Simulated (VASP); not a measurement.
# SrTiO3 (Tausonite) (Pm-3m) in VASP: further runs, part 2 of 2

VASP 6.6.1. Earlier steps stand in the parts before.

### 3 Relaxation of cell and atoms, PBEsol

This run uses another cell than the first one, of 11.82 Å³/atom, 0.992 times its volume.

INCAR

```
SYSTEM = SrTiO3
ALGO = Normal
EDIFF = 1E-7
EDIFFG = -0.005
ENCUT = 600
GGA = PS
IBRION = 2
ISIF = 3
ISMEAR = 0
KPAR = 2
LASPH = .TRUE.
LCHARG = .FALSE.
LREAL = .FALSE.
LWAVE = .FALSE.
NELM = 80
NSW = 90
PREC = Accurate
SIGMA = 0.03
```

KPOINTS

```
k-points
0
G
  8 8 8
  0 0 0
```

POSCAR

```
SrTiO3                                  
1.0
    3.8947475959      0.0000000000      0.0000000000
    0.0000000000      3.8947475959      0.0000000000
    0.0000000000      0.0000000000      3.8947475959
  Sr              Ti              O             
     1     1     3
Direct
     0.5000000000000000    0.5000000000000000    0.5000000000000000
     0.0000000000000000    0.0000000000000000    0.0000000000000000
     0.5000000000000000    0.0000000000000000    0.0000000000000000
     0.0000000000000000    0.5000000000000000    0.0000000000000000
     0.0000000000000000    0.0000000000000000    0.5000000000000000
```

Potentials or basis: VASP PAW PBE potentials, release 64 (Sr_sv, Ti_sv, O).

Run with:

```sh
cat potpaw_PBE.64/Sr_sv/POTCAR potpaw_PBE.64/Ti_sv/POTCAR potpaw_PBE.64/O/POTCAR > POTCAR
mpirun -np 2 vasp_std > vasp.out
```

OUTCAR:

```text
SYSTEM = SrTiO3
   EDIFF = 1E-7
   EDIFFG = -0.005
   ENCUT = 600
   GGA = PS
   IBRION = 2
   ISIF = 3
   ISMEAR = 0
   LASPH = .TRUE.
   LREAL = .FALSE.
   NELM = 80
   NSW = 90
   PREC = Accurate

 ion  position               nearest neighbor table
   1  0.500  0.500  0.500-   3 2.75   4 2.75   5 2.75   3 2.75   4 2.75   3 2.75   5 2.75   3 2.75
                             4 2.75   5 2.75   4 2.75   5 2.75   2 3.37   2 3.37   2 3.37   2 3.37
   2  0.000  0.000  0.000-   3 1.95   4 1.95   5 1.95   5 1.95   4 1.95   3 1.95   1 3.37   1 3.37
                             1 3.37   1 3.37   1 3.37   1 3.37   1 3.37   1 3.37
   3  0.500  0.000  0.000-   2 1.95   2 1.95   1 2.75   1 2.75   1 2.75   1 2.75
   4  0.000  0.500  0.000-   2 1.95   2 1.95   1 2.75   1 2.75   1 2.75   1 2.75
   5  0.000  0.000  0.500-   2 1.95   2 1.95   1 2.75   1 2.75   1 2.75   1 2.75

  LATTYP: Found a simple cubic cell.
 ALAT       =     3.8947475959

  Lattice vectors:

 A1 = (   3.8947475959,   0.0000000000,   0.0000000000)
 A2 = (   0.0000000000,   3.8947475959,   0.0000000000)
 A3 = (   0.0000000000,   0.0000000000,   3.8947475959)

Analysis of symmetry for initial positions (statically):
=====================================================================
 Subroutine PRICEL returns:
 Original cell was already a primitive cell.
[... 188 lines left out ...]
      1     -52.0791      2.00000
      2     -28.5312      2.00000
      3     -28.4468      2.00000
      4     -28.4468      2.00000
      5     -28.4468      2.00000
      6     -13.2996      2.00000
[... 637 lines left out ...]
     23       8.2736      0.00000
     24       9.9449      0.00000

 [... further k-points ...]

------------------------ aborting loop because EDIFF is reached ----------------------------------------

  FORCE on cell =-STRESS in cart. coord.  units (eV):
  Direction    XX          YY          ZZ          XY          YZ          ZX
  --------------------------------------------------------------------------------------
  -------------------------------------------------------------------------------------
  Total       -0.0023794     -0.0023794     -0.0023794      0.0000000      0.0000000     -0.0000000
  in kB       -0.0645265     -0.0645265     -0.0645265      0.0000000      0.0000000     -0.0000000
  external PRESSURE =      -0.0645265 kB  Pullay stress =       0.0000000 kB

 VOLUME and BASIS-vectors are now :
 -----------------------------------------------------------------------------
  energy-cutoff  :      600.00
  volume of cell :       59.08
      direct lattice vectors                 reciprocal lattice vectors
     3.894747596  0.000000000  0.000000000     0.256756048  0.000000000  0.000000000
     0.000000000  3.894747596  0.000000000     0.000000000  0.256756048  0.000000000
     0.000000000  0.000000000  3.894747596     0.000000000  0.000000000  0.256756048

 POSITION                                       TOTAL-FORCE (eV/Angst)
 -----------------------------------------------------------------------------------
      1.94737      1.94737      1.94737         0.000000      0.000000      0.000000
      0.00000      0.00000      0.00000         0.000000      0.000000      0.000000
      1.94737      0.00000      0.00000         0.000000      0.000000      0.000000
      0.00000      1.94737      0.00000         0.000000      0.000000      0.000000
      0.00000      0.00000      1.94737         0.000000      0.000000      0.000000
 -----------------------------------------------------------------------------------
    total drift:                                0.000000      0.000000     -0.000000

  FREE ENERGIE OF THE ION-ELECTRON SYSTEM (eV)
  ---------------------------------------------------
  free  energy   TOTEN  =       -42.0221701628 eV

  energy  without entropy=      -42.0221701628  energy(sigma->0) =      -42.02217016

 reached required accuracy - stopping structural energy minimisation
```

Wall time 19 s (2 MPI ranks of Intel Xeon Platinum 8559C (Emerald Rapids), shared host); peak memory 0.21 GiB.

Results:

```yaml
Free_energy: -42.0222 eV
Pressure_after_relaxing: 0.0 GPa
Band_gap_on_the_k_mesh: 1.82 eV, indirect (least direct gap 2.17 eV)
```

Final structure:
```yaml
crystal:
  lattice:
    - [3.89475, 0.00000, 0.00000]
    - [0.00000, 3.89475, 0.00000]
    - [0.00000, 0.00000, 3.89475]
  atoms:
    - { symbol: Sr, position: [0.50000, 0.50000, 0.50000] }
    - { symbol: Ti, position: [0.00000, 0.00000, 0.00000] }
    - { symbol: O, position: [0.50000, 0.00000, 0.00000] }
    - { symbol: O, position: [0.00000, 0.50000, 0.00000] }
    - { symbol: O, position: [0.00000, 0.00000, 0.50000] }
```

Levels at points of the mesh, in eV from the valence-band top:
```tsv
k point	band 16	band 17	band 18	band 19	band 20	band 21	band 22	band 23	band 24
(0.00, 0.00, 0.00)	-1.20	-1.20	-0.35	-0.35	-0.35	1.82	1.82	1.82	4.39
(0.50, 0.00, 0.00)	-2.41	-2.41	-2.06	-0.74	-0.74	2.00	3.82	3.82	4.41
(0.50, 0.50, 0.00)	-2.94	-1.74	-1.60	-1.60	-0.10	3.83	3.83	4.28	5.38
(0.50, 0.50, 0.50)	-3.80	-3.80	0.00	0.00	0.00	4.52	4.52	4.52	6.89
```

Caveat: the relaxation stopped at its first step, so nothing moved; the PAW data sets were made with another functional, which shifts forces and pressure a little. A k mesh can miss the band edges.

### 4 Relaxation of cell and atoms, PBE, target pressure 0.72 GPa, at which the enthalpy is minimised

INCAR

```
PREC = Accurate ; ENCUT = 600
EDIFF = 1E-6 ; ISMEAR = 0
SIGMA = 0.03 ; LREAL = F
LASPH = T ; NELM = 80
ALGO = Normal ; ISIF = 3
LWAVE = F ; LCHARG = F
GGA = PE ; IBRION = 2
NSW = 90 ; EDIFFG = -0.01
PSTRESS = 7.2
```

KPOINTS

```
regular mesh
0
Gamma
  8 8 8
```

POSCAR

```
SrTiO3
1.0
    3.9052800000      0.0000000000      0.0000000000
    0.0000000000      3.9052800000      0.0000000000
    0.0000000000      0.0000000000      3.9052800000
Sr Ti O
1 1 3
Direct
    0.5000000000      0.5000000000      0.5000000000
    0.0000000000      0.0000000000      0.0000000000
    0.5000000000      0.0000000000      0.0000000000
    0.0000000000      0.5000000000      0.0000000000
    0.0000000000      0.0000000000      0.5000000000
```

Run with:

```sh
cat potpaw_PBE.64/Sr_sv/POTCAR potpaw_PBE.64/Ti_sv/POTCAR potpaw_PBE.64/O/POTCAR > POTCAR
mpirun -np 1 vasp_std > vasp.out
```

Wall time 78 s (1 thread of Intel Xeon Platinum 8488C (Sapphire Rapids), shared host); peak memory 0.23 GiB.

It converged, with:

```yaml
Free_energy: -40.1064 eV
Relaxed_volume: 12.18 Å³/atom
Relaxed_cell: a = 3.935 Å, b = 3.935 Å, c = 3.935 Å, α = 90.00°, β = 90.00°, γ = 90.00°
Space_group_after_relaxing_to_0.05_Å: Pm-3m (No. 221)
Energy_change_on_relaxing_the_enthalpy_is_what_falls: -4.5 meV/atom
Ionic_steps: 3
Pressure_after_relaxing: 0.7 GPa
Band_gap_on_the_k_mesh: 1.81 eV, indirect (least direct gap 2.18 eV)
```

Step by step:
```
step  energy change (eV)  largest force (eV/Å)  pressure (GPa)  volume (Å³)
   1              0.0000                0.0000            4.69        59.56
   2             -0.0152                0.0000           -2.58        62.14
   3             -0.0226                0.0000            0.70        60.91
```

Final structure:
```xyz
5
Lattice="3.9346 0.0000 0.0000 0.0000 3.9346 0.0000 0.0000 0.0000 3.9346" Properties=species:S:1:pos:R:3 pbc="T T T"
Sr    1.9673    1.9673    1.9673
Ti    0.0000    0.0000    0.0000
O     1.9673    0.0000    0.0000
O     0.0000    1.9673    0.0000
O     0.0000    0.0000    1.9673
```

Levels at points of the mesh, in eV from the valence-band top:
```
           k point  band 17  band 18  band 19  band 20  band 21  band 22  band 23  band 24
(0.00, 0.00, 0.00)    -1.13    -0.37    -0.37    -0.37     1.81     1.81     1.81     4.15
(0.50, 0.00, 0.00)    -2.30    -1.92    -0.73    -0.73     1.97     3.66     3.66     4.16
(0.50, 0.50, 0.00)    -1.74    -1.55    -1.55    -0.09     3.67     3.67     4.11     5.09
(0.50, 0.50, 0.50)    -3.67     0.00     0.00     0.00     4.32     4.32     4.32     6.86
```

Caveat: the cell is relaxed towards a set pressure, so the enthalpy falls and the energy may rise.
